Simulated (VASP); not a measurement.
# WSe2 (P6_3/mmc) in VASP: a series of runs

One crystal, WSe2, is run at these levels: PBE; tasks: relaxation of cell and atoms.

Program: VASP 6.6.1. These are calculated values, not measurements. Logs are shortened: lines on timing, memory, paths and dates and some standing lists are left out, and cuts for length are marked.

### Step 1. The structure

Symmetry: P6_3/mmc, No. 194, hexagonal system. Conventional cell: a = 3.290 Å, b = 3.290 Å, c = 12.970 Å, α = 90.00°, β = 90.00°, γ = 120.00°. Around W (site symmetry -6m2) lie 6 Se at 2.53 Å. Se (site symmetry 3m) has 3 W at 2.53 Å as nearest neighbours.

### Step 2. Relaxation of cell and atoms, PBE

INCAR

```
PREC = Accurate ; ENCUT = 520
EDIFF = 1E-6 ; ISMEAR = 0
SIGMA = 0.1 ; LREAL = F
LASPH = T ; NELM = 120
ALGO = Normal ; ISIF = 3
LWAVE = F ; LCHARG = F
GGA = PE ; IBRION = 2
NSW = 90 ; EDIFFG = -0.01
```

KPOINTS

```
Automatic mesh
0
Gamma
  9 9 2
```

POSCAR

```
WSe2
1.0
    3.2900000000      0.0000000000      0.0000000000
   -1.6450000000      2.8492235800      0.0000000000
    0.0000000000      0.0000000000     12.9700000000
W Se
2 4
Direct
    0.3333333300      0.6666666700      0.2500000000
    0.6666666700      0.3333333300      0.7500000000
    0.3333333300      0.6666666700      0.6210000000
    0.6666666700      0.3333333300      0.1210000000
    0.3333333300      0.6666666700      0.8790000000
    0.6666666700      0.3333333300      0.3790000000
```

Potentials or basis: VASP PAW PBE potentials, release 64 (W_sv, Se).

Started as:

```bash
$ cat potpaw_PBE.64/W_sv/POTCAR potpaw_PBE.64/Se/POTCAR > POTCAR
$ mpirun -np 1 vasp_std > vasp.out
```

OUTCAR:

```text
PREC = Accurate
   ENCUT = 520
   EDIFF = 1E-6
   ISMEAR = 0
   LREAL = F
   LASPH = T
   NELM = 120
   ISIF = 3
   GGA = PE
   IBRION = 2
   NSW = 90
   EDIFFG = -0.01

 ion  position               nearest neighbor table
   1  0.333  0.667  0.250-   4 2.53   6 2.53   4 2.53   6 2.53   4 2.53   6 2.53
   2  0.667  0.333  0.750-   3 2.53   5 2.53   3 2.53   5 2.53   3 2.53   5 2.53
   3  0.333  0.667  0.621-   2 2.53   2 2.53   2 2.53
   4  0.667  0.333  0.121-   1 2.53   1 2.53   1 2.53
   5  0.333  0.667  0.879-   2 2.53   2 2.53   2 2.53
   6  0.667  0.333  0.379-   1 2.53   1 2.53   1 2.53

  LATTYP: Found a hexagonal cell.
 ALAT       =     3.2900000000
 C/A-ratio  =     3.9422492401

  Lattice vectors:

 A1 = (   3.2900000000,   0.0000000000,   0.0000000000)
 A2 = (  -1.6450000000,   2.8492235800,   0.0000000000)
 A3 = (   0.0000000000,   0.0000000000,  12.9700000000)

Analysis of symmetry for initial positions (statically):
=====================================================================
 Subroutine PRICEL returns:
 Original cell was already a primitive cell.

 Routine SETGRP: Setting up the symmetry group for a
 hexagonal supercell.

 Subroutine GETGRP returns: Found 24 space group operations
 (whereof 12 operations were pure point group operations)
 out of a pool of 24 trial point group operations.

The static configuration has the point symmetry D_3d.
 The point group associated with its full space group is D_6h.

Analysis of symmetry for dynamics (positions and initial velocities):
=====================================================================
 Subroutine PRICEL returns:
 Original cell was already a primitive cell.

 Routine SETGRP: Setting up the symmetry group for a
 hexagonal supercell.

 Subroutine GETGRP returns: Found 24 space group operations
 (whereof 12 operations were pure point group operations)
 out of a pool of 24 trial point group operations.

The dynamic configuration has the point symmetry D_3d.
 The point group associated with its full space group is D_6h.

 Subroutine INISYM returns: Found 24 space group operations
 (whereof 12 operations are pure point group operations),
 and found     1 'primitive' translations

----------------------------------------------------------------------------------------

                                     Primitive cell

  volume of cell :     121.5801

  direct lattice vectors                    reciprocal lattice vectors
     3.290000000  0.000000000  0.000000000     0.303951368  0.175486404  0.000000000
    -1.645000000  2.849223580  0.000000000     0.000000000  0.350972808  0.000000000
     0.000000000  0.000000000 12.970000000     0.000000000  0.000000000  0.077101002

  length of vectors
     3.290000000  3.290000001 12.970000000     0.350972808  0.350972808  0.077101002

  position of ions in fractional coordinates (direct lattice)
     0.333333330  0.666666670  0.250000000
     0.666666670  0.333333330  0.750000000
     0.333333330  0.666666670  0.621000000
     0.666666670  0.333333330  0.121000000
     0.333333330  0.666666670  0.879000000
     0.666666670  0.333333330  0.379000000

  ion indices of the primitive-cell ions
   primitive index   ion index
                 1           1
                 2           2
                 3           3
                 4           4
                 5           5
                 6           6

----------------------------------------------------------------------------------------

 KPOINTS: Automatic mesh

Automatic generation of k-mesh.
 Grid dimensions read from file:
 generate k-points for:    9    9    2

 Generating k-lattice:

  Cartesian coordinates                     Fractional coordinates (reciprocal lattice)
     0.033772374  0.019498489  0.000000000     0.111111111 -0.000000000  0.000000000
     0.000000000  0.038996979  0.000000000     0.000000000  0.111111111  0.000000000
     0.000000000  0.000000000  0.038550501     0.000000000  0.000000000  0.500000000

  Length of vectors
     0.038996979  0.038996979  0.038550501

  Shift w.r.t. Gamma in fractional coordinates (k-lattice)
     0.000000000  0.000000000  0.000000000

 Subroutine IBZKPT returns following result:
 ===========================================

 Found     24 irreducible k-points:

 Following reciprocal coordinates:
            Coordinates               Weight
  0.000000  0.000000  0.000000      1.000000
  0.111111 -0.000000  0.000000      6.000000
  0.222222  0.000000  0.000000      6.000000
  0.333333  0.000000  0.000000      6.000000
  0.444444  0.000000  0.000000      6.000000
  0.111111  0.111111  0.000000      6.000000
[... 16 lines left out ...]
  0.333333  0.222222  0.500000     12.000000
  0.333333  0.333333  0.500000      2.000000
   k-points           NKPTS =     24   k-points in BZ     NKDIM =     24   number of bands    NBANDS=     31
   number of dos      NEDOS =    301   number of ions     NIONS =      6
   total plane-waves  NPLWV =  55296
   dimension x,y,z NGX =    24 NGY =   24 NGZ =   96
   dimension x,y,z NGXF=    48 NGYF=   48 NGZF=  192
   ions per type =               2   4
   NGX,Y,Z   is equivalent  to a cutoff of  12.13, 12.13, 12.31 a.u.
   NGXF,Y,Z  is equivalent  to a cutoff of  24.25, 24.25, 24.61 a.u.
 SYSTEM =  unknown system
   PREC   = accura    normal or accurate (medium, high low for compatibility)
   ISTART =      0    job   : 0-new  1-cont  2-samecut
   ICHARG =      2    charge: 1-file 2-atom 10-const
   ISPIN  =      1    spin polarized calculation?
   LNONCOLLINEAR =      F non collinear calculations
   LSORBIT =      F    spin-orbit coupling
   LASPH  =      T    aspherical Exc in radial PAW
   ENCUT  =  520.0 eV  38.22 Ry    6.18 a.u.   6.12  6.12 24.12*2*pi/ulx,y,z
   NELM   =    120;   NELMIN=  2; NELMDL= -5     # of ELM steps
   EDIFF  = 0.1E-05   stopping-criterion for ELM
   LREAL  =      F    real-space projection
   EDIFFG = -.1E-01   stopping-criterion for IOM
   NSW    =     90    number of steps for IOM
   IBRION =      2    ionic relax: 0-MD 1-quasi-New 2-CG
   NFREE  =      1    steps in history (QN), initial steepest desc. (CG)
   ISIF   =      3    stress and relaxation
   ISYM   =      2    0-nonsym 1-usesym 2-fastsym
   POTIM  = 0.5000    time-step for ionic-motion
   TEBEG  =    0.0;   TEEND  =   0.0 temperature during run
   PSTRESS=    0.0 pullay stress
   NELECT =      52.0000    total number of electrons
   NUPDOWN=      -1.0000    fix difference up-down
   EMIN   =  10.00;   EMAX   =-10.00  energy-range for DOS
   EFERMI =   0.00;   METHOD = LEGACY
   ISMEAR =     0;   SIGMA  =   0.10  broadening in eV -4-tet -1-fermi 0-gaus
   EFERMI_NEDOS =   21; number of points for ismear=-14 and -15
   IALGO  =     38    algorithm
   IMIX   =      4    mixing-type and parameters
     AMIX     =   0.40;   BMIX     =  1.00
     AMIX_MAG =   1.60;   BMIX_MAG =  1.00
  volume/ion in A,a.u.               =      20.26       136.74
  Fermi-wavevector in a.u.,A,eV,Ry     =   1.233451  2.330884 20.699914  1.521401
  Thomas-Fermi vector in A             =   2.368180
   LORBIT       =      0    0 simple, 1 ext, 2 COOP (PROOUT), +10 PAW based schemes
   GGA     = PE    functional components
   LHFCALC =     F    Hartree Fock is set to
   AEXX    =    0.0000 exact exchange contribution
   IVDW    =     0    specifies the selected vdW correction
   LEPSILON=     F    determine dielectric tensor
   LRPA    =     F    only Hartree local field effects (RPA)
 conjugate gradient relaxation of ions
 non-spin polarized calculation
 Gauss-broadening in eV      SIGMA  =   0.10
  energy-cutoff  :      520.00
  volume of cell :      121.58
 maximum number of plane-waves:      3324
   NGX = 13   NGY = 13   NGZ = 49

--------------------------------------- Ionic step        1  -------------------------------------------

 number of electron      51.9999991 magnetization

 Free energy of the ion-electron system (eV)
  ---------------------------------------------------
  ext. energy  EPLUGINS =         0.00000000
  ---------------------------------------------------
  free energy    TOTEN  =       -43.12831328 eV

  energy without entropy =      -43.12831328  energy(sigma->0) =      -43.12831328

------------------------ aborting loop because EDIFF is reached ----------------------------------------

  FORCE on cell =-STRESS in cart. coord.  units (eV):
  Direction    XX          YY          ZZ          XY          YZ          ZX
  --------------------------------------------------------------------------------------
  -------------------------------------------------------------------------------------
  Total        2.7794179      2.7794179      3.6263924     -0.0000000      0.0000000      0.0000000
  in kB       36.6270574     36.6270575     47.7884531     -0.0000000      0.0000000      0.0000000
  external PRESSURE =      40.3475227 kB  Pullay stress =       0.0000000 kB
[... 101 lines left out ...]
  FREE ENERGIE OF THE ION-ELECTRON SYSTEM (eV)
  ---------------------------------------------------
  free  energy   TOTEN  =       -43.1677393840 eV

  energy  without entropy=      -43.1677393840  energy(sigma->0) =      -43.16773938

 E-fermi :   5.4990     XC(G=0): -10.0024

 val. band max:        4.8546164462   @ k =   0.0000   0.0000   0.0000
 cond. band min:       6.2660765112   @ k =   0.2222   0.1111   0.0000
 fundamental gap:      1.4114600650
 Fermi energy:         5.4990433932

 k-point     1 :       0.0000    0.0000    0.0000
  band No.  band energies     occupation
      1     -69.3213      2.00000
      2     -69.3212      2.00000
      3     -33.5352      2.00000
      4     -33.5352      2.00000
      5     -33.4410      2.00000
      6     -33.4410      2.00000
[... 805 lines left out ...]
     30       7.5773      0.00000
     31       8.1769      0.00000

[... ionic steps 4 to 33 ...]

--------------------------------------- Ionic step       34  -------------------------------------------

 number of electron      52.0000002 magnetization

------------------------ aborting loop because EDIFF is reached ----------------------------------------

  FORCE on cell =-STRESS in cart. coord.  units (eV):
  Direction    XX          YY          ZZ          XY          YZ          ZX
  --------------------------------------------------------------------------------------
  -------------------------------------------------------------------------------------
  Total       -0.2009352     -0.2009352     -0.3485526     -0.0000000      0.0000000     -0.0000000
  in kB       -2.2642135     -2.2642135     -3.9276209     -0.0000000      0.0000000     -0.0000000
  external PRESSURE =      -2.8186826 kB  Pullay stress =       0.0000000 kB
[... 65 lines left out ...]
  energy  without entropy=      -43.2504624091  energy(sigma->0) =      -43.25046241

--------------------------------------- Ionic step       36  -------------------------------------------

 number of electron      52.0000001 magnetization

 Free energy of the ion-electron system (eV)
  ---------------------------------------------------
  ext. energy  EPLUGINS =         0.00000000
  ---------------------------------------------------
  free energy    TOTEN  =       -43.25076132 eV

  energy without entropy =      -43.25076132  energy(sigma->0) =      -43.25076132

 E-fermi :   4.8558     XC(G=0):  -9.7096

 val. band max:        4.4087585926   @ k =   0.3333   0.3333   0.0000
 cond. band min:       5.9135261436   @ k =   0.2222   0.1111   0.0000
 fundamental gap:      1.5047675510
 Fermi energy:         4.8557558045

 k-point     1 :       0.0000    0.0000    0.0000
  band No.  band energies     occupation
      1     -69.7076      2.00000
      2     -69.7076      2.00000
      3     -33.9237      2.00000
      4     -33.9237      2.00000
      5     -33.8236      2.00000
      6     -33.8236      2.00000
[... 838 lines left out ...]
  FREE ENERGIE OF THE ION-ELECTRON SYSTEM (eV)
  ---------------------------------------------------
  free  energy   TOTEN  =       -43.2507613175 eV

  energy  without entropy=      -43.2507613175  energy(sigma->0) =      -43.25076132

 reached required accuracy - stopping structural energy minimisation
```

Wall time 19 min (1 thread of Intel Xeon Platinum 8488C (Sapphire Rapids), shared host); peak memory 0.3 GiB.

Results:

```
Free energy                            : -43.2508 eV
Relaxed volume                         : 23.66 Å³/atom
Relaxed cell                           : a = 3.323 Å, b = 3.323 Å, c = 14.843 Å, α = 90.00°, β = 90.00°, γ = 120.00°
Space group after relaxing (to 0.05 Å) : P6_3/mmc (No. 194)
Energy gained by relaxing              : 20.4 meV/atom
Ionic steps                            : 36
Pressure after relaxing                : 0.0 GPa
Largest force after relaxing           : 0.004 eV/Å
Band gap on the k mesh                 : 1.50 eV, indirect (least direct gap 1.51 eV)
```

Forces in eV/Å, atoms in the order of the input:
```
W    0.000  0.000  0.000
W    0.000  0.000  0.000
Se   0.000  0.000  0.004
Se   0.000  0.000  0.004
Se   0.000  0.000 -0.004
Se   0.000  0.000 -0.004
```

The path:
| step | energy change (eV) | largest force (eV/Å) | pressure (GPa) | volume (Å³) |
| --- | --- | --- | --- | --- |
| 1 | 0.0000 | 0.2178 | 4.03 | 121.58 |
| 2 | 0.1011 | 1.1087 | -6.04 | 130.78 |
| 3 | -0.0394 | 0.2784 | 0.17 | 124.66 |
| 4 | -0.0505 | 0.2027 | 0.04 | 125.62 |
| 5 | -0.0601 | 0.0470 | -0.17 | 127.58 |
| 6 | -0.0684 | 0.0358 | -0.06 | 128.01 |
| 7 | -0.0877 | 0.0013 | 0.28 | 129.28 |
| 8 | -0.1051 | 0.0855 | 1.17 | 131.75 |
| 9 | -0.1110 | 0.1419 | -0.30 | 134.02 |
| 10 | -0.1111 | 0.1109 | -0.10 | 133.71 |
| 11 | -0.1127 | 0.1007 | -0.21 | 134.29 |
| 12 | -0.1146 | 0.0802 | -0.40 | 135.45 |
| 13 | -0.1138 | 0.0370 | -0.73 | 137.79 |
| 14 | -0.1150 | 0.0642 | -0.50 | 136.26 |
| 15 | -0.1165 | 0.0203 | -0.04 | 136.31 |
| 16 | -0.1166 | 0.0408 | 0.09 | 136.33 |
| 17 | -0.1176 | 0.0279 | 0.14 | 136.46 |
| 18 | -0.1187 | 0.0101 | 0.29 | 136.84 |
| 19 | -0.1191 | 0.0722 | -0.11 | 137.54 |
| 20 | -0.1191 | 0.0612 | -0.04 | 137.40 |
| 21 | -0.1198 | 0.0374 | -0.05 | 137.76 |
| 22 | -0.1201 | 0.0173 | -0.06 | 138.08 |
| 23 | -0.1198 | 0.0236 | -0.07 | 138.72 |
| 24 | -0.1201 | 0.0073 | -0.05 | 138.24 |
| 25 | -0.1204 | 0.0067 | 0.05 | 138.32 |
| 26 | -0.1205 | 0.0369 | 0.26 | 138.50 |
| 27 | -0.1206 | 0.0355 | 0.26 | 138.55 |
| 28 | -0.1207 | 0.0321 | 0.25 | 138.68 |
| 29 | -0.1210 | 0.0232 | 0.25 | 138.93 |
| 30 | -0.1214 | 0.0073 | 0.20 | 139.44 |
| 31 | -0.1216 | 0.0225 | 0.14 | 140.46 |
| 32 | -0.1219 | 0.0296 | 0.05 | 140.83 |
| 33 | -0.1221 | 0.0385 | -0.07 | 141.28 |
| 34 | -0.1221 | 0.0554 | -0.28 | 142.18 |
| 35 | -0.1221 | 0.0461 | -0.16 | 141.69 |
| 36 | -0.1224 | 0.0035 | -0.02 | 141.95 |

Final structure:
```
W Se
1.0
     3.32303    0.00000    0.00000
    -1.66152    2.87783    0.00000
     0.00000    0.00000   14.84300
W Se
2 4
Cartesian
  0.0000 1.9186 3.7108
  1.6615 0.9593 11.1323
  0.0000 1.9186 9.4522
  1.6615 0.9593 2.0307
  0.0000 1.9186 12.8123
  1.6615 0.9593 5.3908
```

Caveat: the volume moved by over 15 % at a fixed basis, so the end points are rough; spin-orbit coupling is left out, which moves the levels of the heavy elements; an odd mesh through Γ misses points on the zone boundary, where band edges often lie; this functional lacks dispersion, which binds the layers, so the pressure and a relaxed spacing across them are unreliable, and here the layers came unbound; the volume moved by +17 % from the deposited cell, more than functionals usually miss. PBE usually gives volumes a little too large and moduli too small.

### Step 3. Relaxation of cell and atoms, PBE

This run uses another cell than the first one, of 23.66 Å³/atom, 1.168 times its volume.

INCAR

```
PREC = Accurate ; ENCUT = 520
EDIFF = 1E-7 ; ISMEAR = 0
SIGMA = 0.1 ; LREAL = F
LASPH = T ; NELM = 120
ALGO = Normal ; ISIF = 3
LWAVE = F ; LCHARG = F
GGA = PE ; IBRION = 2
NSW = 60 ; EDIFFG = -0.005
POTIM = 0.3
```

KPOINTS is that of step 2.

POSCAR

```
WSe2                                    
1.0
    3.3230325136     -0.0000000000     -0.0000000000
   -1.6615162568      2.8778305760      0.0000000000
   -0.0000000000     -0.0000000000     14.8430045092
  W               Se            
     2     4
Direct
     0.3333333300000021    0.6666666699999979    0.2500000000000000
     0.6666666699999979    0.3333333300000021    0.7500000000000000
     0.3333333300000021    0.6666666699999979    0.6368093950154453
     0.6666666699999979    0.3333333300000021    0.1368093950154452
     0.3333333300000021    0.6666666699999979    0.8631906049845547
     0.6666666699999979    0.3333333300000021    0.3631906049845550
```

Potentials or basis: VASP PAW PBE potentials, release 64 (W_sv, Se).

Started as:

```bash
$ cat potpaw_PBE.64/W_sv/POTCAR potpaw_PBE.64/Se/POTCAR > POTCAR
$ mpirun -np 1 vasp_std > vasp.out
```

It took 2.1 min on 1 thread of Intel Xeon Platinum 8488C (Sapphire Rapids), shared host; peak memory 0.32 GiB.

The run converged. Its results:

```
Free energy                  : -43.2556 eV
Pressure after relaxing      : 0.0 GPa
Largest force after relaxing : 0.003 eV/Å
Band gap on the k mesh       : 1.50 eV, indirect (least direct gap 1.51 eV)
```

Forces on the atoms (eV/Å):
```
W    0.000  0.000  0.000
W    0.000  0.000  0.000
Se   0.000  0.000  0.003
Se   0.000  0.000  0.003
Se   0.000  0.000 -0.003
Se   0.000  0.000 -0.003
```

Final structure:
```
W Se
1.0
     3.32303    0.00000    0.00000
    -1.66152    2.87783    0.00000
     0.00000    0.00000   14.84300
W Se
2 4
Direct
  0.33333 0.66667 0.25000
  0.66667 0.33333 0.75000
  0.33333 0.66667 0.63681
  0.66667 0.33333 0.13681
  0.33333 0.66667 0.86319
  0.66667 0.33333 0.36319
```

Levels at points of the mesh, in eV from the valence-band top:
```tsv
k point	band 24	band 25	band 26	band 27	band 28	band 29
(0.00, 0.00, 0.00)	-1.26	-0.60	-0.06	2.85	2.85	2.86
(0.00, 0.00, 0.50)	-1.26	-0.25	-0.25	2.86	2.86	2.86
```

Caveat: the relaxation stopped at its first step, so nothing moved; spin-orbit coupling is left out, which moves the levels of the heavy elements; an odd mesh through Γ misses points on the zone boundary, where band edges often lie; this functional lacks dispersion, which binds the layers, so the pressure and a relaxed spacing across them are unreliable.
